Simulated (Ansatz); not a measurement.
The reference is CoPt (space group P4/mmm, No. 123; ferromagnetic; relaxed with 0.1 eV smearing).

```xyz
2
Lattice="2.6770 0.0000 0.0000 0.0000 2.6770 0.0000 0.0000 0.0000 3.7289" Properties=species:S:1:pos:R:3 pbc="T T T"
Co     1.3385     1.3385     1.8644
Pt     0.0000     0.0000     0.0000
```

Cartesian axes are those of the cell as printed.

Computed with Kohn–Sham DFT with the r2SCAN functional, run in Ansatz (an electronic-structure program) with PAW and 500 eV plane waves, scalar-relativistic without spin-orbit coupling.

Strains are applied to the cell and any free atomic positions relax.

One change was made to it. Results:

```tsv
quantity	base	after
energy relative to the base (free energy F)	0 meV/atom	+1.2 meV/atom
band gap	zero	zero
```

Task: What was done to the base?
A) tensor shear ε_xy = −2.11 %
B) uniaxial strain ε_yy = +4.75 %
C) tensor shear ε_xy = +3.92 %

Result: A, tensor shear ε_xy = −2.11 %. For comparison, the energy relative to the base in the other runs: uniaxial strain ε_yy = +4.75 % gives +36 meV/atom; tensor shear ε_xy = +3.92 % gives +4.8 meV/atom.

The magnetic state is the one reached from the starting moments; the real material's order can differ, and small cells can't hold many antiferromagnetic ones. No phonon test of stability was made.
